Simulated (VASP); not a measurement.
# Ti (P6_3/mmc) in VASP: notebook

The runs below take Ti through relaxation of cell and atoms, with LDA, PBE+D3(BJ), PBE.

Program: VASP 6.6.1. These are calculated values, not measurements. Logs are shortened: lines on timing, memory, paths and dates and some standing lists are left out, and cuts for length are marked.

**1. The structure**

It takes space group P6_3/mmc (No. 194, hexagonal). The conventional cell has a = 2.865 Å, b = 2.865 Å, c = 4.523 Å, α = 90.00°, β = 90.00°, γ = 120.00°. Around Ti (site symmetry -6m2) lie 12 Ti at 2.80 to 2.86 Å.

**2. Relaxation of cell and atoms, LDA**

Contents of INCAR:

```
SYSTEM = Ti
PREC     = Accurate       ! precision mode
ENCUT    = 600            ! plane-wave cutoff, eV
EDIFF    = 1E-7           ! SCF threshold, eV
ISMEAR   = 1              ! smearing method
SIGMA    = 0.1            ! smearing width, eV
LREAL    = .FALSE.        ! projectors in reciprocal space
LASPH    = .TRUE.         ! aspherical terms in the spheres
NELM     = 80             ! most SCF steps
ALGO     = Normal         ! electronic algorithm
ISIF     = 3              ! what is computed and relaxed
LWAVE    = .FALSE.        ! write WAVECAR
LCHARG   = .FALSE.        ! write CHGCAR
IBRION   = 2              ! ionic algorithm
NSW      = 90             ! ionic steps
EDIFFG   = -0.005         ! ionic threshold
```

Contents of KPOINTS:

```
Automatic mesh
0
G
  15 15 8
  0 0 0
```

Contents of POSCAR:

```
Ti                                      
1.0
    2.8647018806      0.0000000000      0.0000000000
   -1.4323509403      2.4809046029      0.0000000000
   -0.0000000000      0.0000000000      4.5225392757
  Ti            
     2
Direct
     0.3333333332999970    0.6666666667000030    0.2500000000000000
     0.6666666667000030    0.3333333332999970    0.7500000000000000
```

Potentials or basis: VASP PAW LDA potentials, release 64 (Ti_sv).

Command:

```bash
$ cat potpaw_LDA.64/Ti_sv/POTCAR > POTCAR
$ mpirun -np 1 vasp_std > vasp.out
```

OUTCAR:

```text
SYSTEM = Ti
   PREC = Accurate
   ENCUT = 600
   EDIFF = 1E-7
   ISMEAR = 1
   LREAL = .FALSE.
   LASPH = .TRUE.
   NELM = 80
   ISIF = 3
   IBRION = 2
   NSW = 90
   EDIFFG = -0.005

 ion  position               nearest neighbor table
   1  0.333  0.667  0.250-   2 2.80   2 2.80   2 2.80   2 2.80   2 2.80   2 2.80
   2  0.667  0.333  0.750-   1 2.80   1 2.80   1 2.80   1 2.80   1 2.80   1 2.80

  LATTYP: Found a hexagonal cell.
 ALAT       =     2.8647018806
 C/A-ratio  =     1.5787120141

  Lattice vectors:

 A1 = (   2.8647018806,   0.0000000000,   0.0000000000)
 A2 = (  -1.4323509403,   2.4809046029,   0.0000000000)
 A3 = (   0.0000000000,   0.0000000000,   4.5225392757)

Analysis of symmetry for initial positions (statically):
=====================================================================
 Subroutine PRICEL returns:
 Original cell was already a primitive cell.

 Routine SETGRP: Setting up the symmetry group for a
 hexagonal supercell.

 Subroutine GETGRP returns: Found 24 space group operations
 (whereof 12 operations were pure point group operations)
 out of a pool of 24 trial point group operations.

The static configuration has the point symmetry D_3d.
 The point group associated with its full space group is D_6h.

Analysis of symmetry for dynamics (positions and initial velocities):
=====================================================================
 Subroutine PRICEL returns:
 Original cell was already a primitive cell.

 Routine SETGRP: Setting up the symmetry group for a
 hexagonal supercell.

 Subroutine GETGRP returns: Found 24 space group operations
 (whereof 12 operations were pure point group operations)
 out of a pool of 24 trial point group operations.

The dynamic configuration has the point symmetry D_3d.
 The point group associated with its full space group is D_6h.

 Subroutine INISYM returns: Found 24 space group operations
 (whereof 12 operations are pure point group operations),
 and found     1 'primitive' translations

----------------------------------------------------------------------------------------

                                     Primitive cell

  volume of cell :      32.1419

  direct lattice vectors                    reciprocal lattice vectors
     2.864701881  0.000000000  0.000000000     0.349076463  0.201539390  0.000000000
    -1.432350940  2.480904603  0.000000000     0.000000000  0.403078780  0.000000000
     0.000000000  0.000000000  4.522539276     0.000000000  0.000000000  0.221114719

  length of vectors
     2.864701881  2.864701881  4.522539276     0.403078780  0.403078780  0.221114719

  position of ions in fractional coordinates (direct lattice)
     0.333333333  0.666666667  0.250000000
     0.666666667  0.333333333  0.750000000

  ion indices of the primitive-cell ions
   primitive index   ion index
                 1           1
                 2           2

----------------------------------------------------------------------------------------

 KPOINTS: Automatic mesh

Automatic generation of k-mesh.
 Grid dimensions read from file:
 generate k-points for:   15   15    8

 Generating k-lattice:

  Cartesian coordinates                     Fractional coordinates (reciprocal lattice)
     0.023271764  0.013435959  0.000000000     0.066666667  0.000000000  0.000000000
     0.000000000  0.026871919  0.000000000     0.000000000  0.066666667  0.000000000
     0.000000000  0.000000000  0.027639340     0.000000000  0.000000000  0.125000000

  Length of vectors
     0.026871919  0.026871919  0.027639340

  Shift w.r.t. Gamma in fractional coordinates (k-lattice)
     0.000000000  0.000000000  0.000000000

 Subroutine IBZKPT returns following result:
 ===========================================

 Found    135 irreducible k-points:

 Following reciprocal coordinates:
            Coordinates               Weight
  0.000000  0.000000  0.000000      1.000000
  0.066667  0.000000  0.000000      6.000000
  0.133333 -0.000000  0.000000      6.000000
  0.200000  0.000000  0.000000      6.000000
  0.266667 -0.000000  0.000000      6.000000
  0.333333  0.000000  0.000000      6.000000
[... 16 lines left out ...]
  0.333333  0.200000  0.000000     12.000000
  0.400000  0.200000  0.000000      6.000000
 [... further k-points ...]
   k-points           NKPTS =    135   k-points in BZ     NKDIM =    135   number of bands    NBANDS=     16
   number of dos      NEDOS =    301   number of ions     NIONS =      2
   total plane-waves  NPLWV =  20736
   dimension x,y,z NGX =    24 NGY =   24 NGZ =   36
   dimension x,y,z NGXF=    48 NGYF=   48 NGZF=   72
   ions per type =               2
   NGX,Y,Z   is equivalent  to a cutoff of  13.93, 13.93, 13.23 a.u.
   NGXF,Y,Z  is equivalent  to a cutoff of  27.86, 27.86, 26.47 a.u.
 SYSTEM =  Ti
   PREC   = accura    normal or accurate (medium, high low for compatibility)
   ISTART =      0    job   : 0-new  1-cont  2-samecut
   ICHARG =      2    charge: 1-file 2-atom 10-const
   ISPIN  =      1    spin polarized calculation?
   LNONCOLLINEAR =      F non collinear calculations
   LSORBIT =      F    spin-orbit coupling
   LASPH  =      T    aspherical Exc in radial PAW
   ENCUT  =  600.0 eV  44.10 Ry    6.64 a.u.   5.72  5.72  9.03*2*pi/ulx,y,z
   NELM   =     80;   NELMIN=  2; NELMDL= -5     # of ELM steps
   EDIFF  = 0.1E-06   stopping-criterion for ELM
   LREAL  =      F    real-space projection
   EDIFFG = -.5E-02   stopping-criterion for IOM
   NSW    =     90    number of steps for IOM
   IBRION =      2    ionic relax: 0-MD 1-quasi-New 2-CG
   NFREE  =      1    steps in history (QN), initial steepest desc. (CG)
   ISIF   =      3    stress and relaxation
   ISYM   =      2    0-nonsym 1-usesym 2-fastsym
   POTIM  = 0.5000    time-step for ionic-motion
   TEBEG  =    0.0;   TEEND  =   0.0 temperature during run
   PSTRESS=    0.0 pullay stress
   NELECT =      24.0000    total number of electrons
   NUPDOWN=      -1.0000    fix difference up-down
   EMIN   =  10.00;   EMAX   =-10.00  energy-range for DOS
   EFERMI =   0.00;   METHOD = LEGACY
   ISMEAR =     1;   SIGMA  =   0.10  broadening in eV -4-tet -1-fermi 0-gaus
   EFERMI_NEDOS =   21; number of points for ismear=-14 and -15
   IALGO  =     38    algorithm
   IMIX   =      4    mixing-type and parameters
     AMIX     =   0.40;   BMIX     =  1.00
     AMIX_MAG =   1.60;   BMIX_MAG =  1.00
  volume/ion in A,a.u.               =      16.07       108.45
  Fermi-wavevector in a.u.,A,eV,Ry     =   1.485210  2.806641 30.012408  2.205850
  Thomas-Fermi vector in A             =   2.598651
   LORBIT       =      0    0 simple, 1 ext, 2 COOP (PROOUT), +10 PAW based schemes
   GGA     = CA    functional components
   LHFCALC =     F    Hartree Fock is set to
   AEXX    =    0.0000 exact exchange contribution
   IVDW    =     0    specifies the selected vdW correction
   LEPSILON=     F    determine dielectric tensor
   LRPA    =     F    only Hartree local field effects (RPA)
 conjugate gradient relaxation of ions
 non-spin polarized calculation
 Methfessel and Paxton  Order N= 1 SIGMA  =   0.10
  energy-cutoff  :      600.00
  volume of cell :       32.14
 maximum number of plane-waves:      1088
 NGX is ok and might be reduce to    24
   NGX = 11   NGY = 11   NGZ = 19

 number of electron      24.0000002 magnetization

 Free energy of the ion-electron system (eV)
  ---------------------------------------------------
  ext. energy  EPLUGINS =         0.00000000
  ---------------------------------------------------
  free energy    TOTEN  =       -17.09880505 eV

  energy without entropy =      -17.09975176  energy(sigma->0) =      -17.09912062

 E-fermi :   8.9618     XC(G=0): -12.1611

 val. band max:        8.9563068617   @ k =   0.2667   0.2000   0.3750
 cond. band min:       8.9634406257   @ k =   0.2000   0.2000   0.5000
 fundamental gap:      0.0071337640
 Fermi energy:         8.9618396903

 k-point     1 :       0.0000    0.0000    0.0000
  band No.  band energies     occupation
      1     -47.1114      2.00000
      2     -46.9117      2.00000
      3     -24.1976      2.00000
      4     -23.3515      2.00000
      5     -23.3515      2.00000
      6     -23.2553      2.00000
[... 8 lines left out ...]
     15      10.2827     -0.00000
     16      10.2827     -0.00000

 k-point     2 :       0.0667    0.0000    0.0000
  band No.  band energies     occupation
      1     -47.1051      2.00000
      2     -46.9093      2.00000
      3     -24.1846      2.00000
      4     -23.3781      2.00000
      5     -23.3605      2.00000
      6     -23.2608      2.00000
[... 8 lines left out ...]
     15      10.2157     -0.00000
     16      10.3700     -0.00000

 k-point     3 :       0.1333   -0.0000    0.0000
  band No.  band energies     occupation
      1     -47.0870      2.00000
      2     -46.9026      2.00000
      3     -24.1469      2.00000
      4     -23.4537      2.00000
      5     -23.3852      2.00000
      6     -23.3235      2.00000
[... 8 lines left out ...]
     15      10.3532     -0.00000
     16      10.3898     -0.00000

 k-point     4 :       0.2000    0.0000    0.0000
  band No.  band energies     occupation
      1     -47.0597      2.00000
      2     -46.8934      2.00000
      3     -24.0879      2.00000
      4     -23.5659      2.00000
      5     -23.4341      2.00000
      6     -23.4202      2.00000
[... 8 lines left out ...]
     15      10.2175     -0.00000
     16      10.5545     -0.00000

 k-point     5 :       0.2667   -0.0000    0.0000
  band No.  band energies     occupation
      1     -47.0266      2.00000
      2     -46.8842      2.00000
      3     -24.0132      2.00000
      4     -23.6956      2.00000
      5     -23.5567      2.00000
      6     -23.4590      2.00000
[... 8 lines left out ...]
     15      10.0215     -0.00000
     16      11.1260      0.00000

 k-point     6 :       0.3333    0.0000    0.0000
  band No.  band energies     occupation
      1     -46.9926      2.00000
      2     -46.8777      2.00000
      3     -23.9307      2.00000
      4     -23.8201      2.00000
      5     -23.6702      2.00000
      6     -23.4950      2.00000
[... 8 lines left out ...]
     15       9.8455     -0.00000
     16      11.7389      0.00000
[... 267 lines left out ...]
 k-point    21 :       0.2000    0.2000    0.0000
  band No.  band energies     occupation
      1     -46.9841      2.00000
      2     -46.8765      2.00000
      3     -23.9093      2.00000
      4     -23.7526      2.00000
      5     -23.7301      2.00000
      6     -23.4973      2.00000
[... 8 lines left out ...]
     15      10.0059     -0.00000
     16      11.2518      0.00000

 k-point    22 :       0.2667    0.2000    0.0000
  band No.  band energies     occupation
      1     -46.9552      2.00000
      2     -46.8753      2.00000
      3     -23.8360      2.00000
      4     -23.8313      2.00000
      5     -23.7571      2.00000
      6     -23.5593      2.00000
[... 8 lines left out ...]
     15      10.0437     -0.00000
     16      11.5852      0.00000

 k-point    23 :       0.3333    0.2000    0.0000
  band No.  band energies     occupation
      1     -46.9319      2.00000
      2     -46.8783      2.00000
      3     -23.8927      2.00000
      4     -23.7606      2.00000
      5     -23.7576      2.00000
      6     -23.6203      2.00000
[... 8 lines left out ...]
     15      10.2886     -0.00000
     16      11.9921      0.00000

 k-point    24 :       0.4000    0.2000    0.0000
  band No.  band energies     occupation
      1     -46.9216      2.00000
      2     -46.8813      2.00000
      3     -23.9125      2.00000
      4     -23.7502      2.00000
      5     -23.7263      2.00000
      6     -23.6500      2.00000
[... 8 lines left out ...]
     15      10.3897     -0.00000
     16      12.2715      0.00000

 [... further k-points ...]

------------------------ aborting loop because EDIFF is reached ----------------------------------------

  FORCE on cell =-STRESS in cart. coord.  units (eV):
  Direction    XX          YY          ZZ          XY          YZ          ZX
  --------------------------------------------------------------------------------------
  -------------------------------------------------------------------------------------
  Total        0.0094992      0.0094992      0.0058076      0.0000000      0.0000000     -0.0000000
  in kB        0.4735046      0.4735046      0.2894892      0.0000000      0.0000000     -0.0000000
  external PRESSURE =       0.4121661 kB  Pullay stress =       0.0000000 kB

 VOLUME and BASIS-vectors are now :
 -----------------------------------------------------------------------------
  energy-cutoff  :      600.00
  volume of cell :       32.14
      direct lattice vectors                 reciprocal lattice vectors
     2.864701881  0.000000000  0.000000000     0.349076463  0.201539390  0.000000000
    -1.432350940  2.480904603  0.000000000     0.000000000  0.403078780  0.000000000
     0.000000000  0.000000000  4.522539276     0.000000000  0.000000000  0.221114719

 POSITION                                       TOTAL-FORCE (eV/Angst)
 -----------------------------------------------------------------------------------
     -0.00000      1.65394      1.13063        -0.000000      0.000000      0.000000
      1.43235      0.82697      3.39190         0.000000     -0.000000      0.000000
 -----------------------------------------------------------------------------------
    total drift:                                0.000000     -0.000000      0.000000

  FREE ENERGIE OF THE ION-ELECTRON SYSTEM (eV)
  ---------------------------------------------------
  free  energy   TOTEN  =       -17.0988050500 eV

  energy  without entropy=      -17.0997517620  energy(sigma->0) =      -17.09912062

 reached required accuracy - stopping structural energy minimisation
```

Run time: 25 s. Hardware: 1 thread of Intel Xeon 6975P-C (Granite Rapids), shared host; peak memory 0.19 GiB.

What came out:

```yaml
Free_energy: -17.0988 eV
Pressure_after_relaxing: 0.0 GPa
Band_gap_on_the_k_mesh: none (metal or under the smearing width)
```

Final structure:
```cif
data_structure
_symmetry_space_group_name_H-M 'P 1'
_symmetry_Int_Tables_number 1
_cell_length_a 2.8647
_cell_length_b 2.8647
_cell_length_c 4.5225
_cell_angle_alpha 90.000
_cell_angle_beta 90.000
_cell_angle_gamma 120.000
_cell_volume 32.14
loop_
_atom_site_label
_atom_site_type_symbol
_atom_site_fract_x
_atom_site_fract_y
_atom_site_fract_z
_atom_site_occupancy
Ti1 Ti 0.33333 0.66667 0.25000 1
Ti2 Ti 0.66667 0.33333 0.75000 1
```

Levels at points of the mesh, in eV from the Fermi level:
```tsv
k point	band 10	band 11	band 12	band 13	band 14	band 15
(0.00, 0.00, 0.00)	-2.90	0.76	0.76	0.92	1.12	1.32
(0.00, 0.00, 0.50)	-4.35	0.07	0.07	0.64	0.64	0.64
```

Caveat: the relaxation stopped at its first step, so nothing moved.

(Continued in part 2 of 2.)
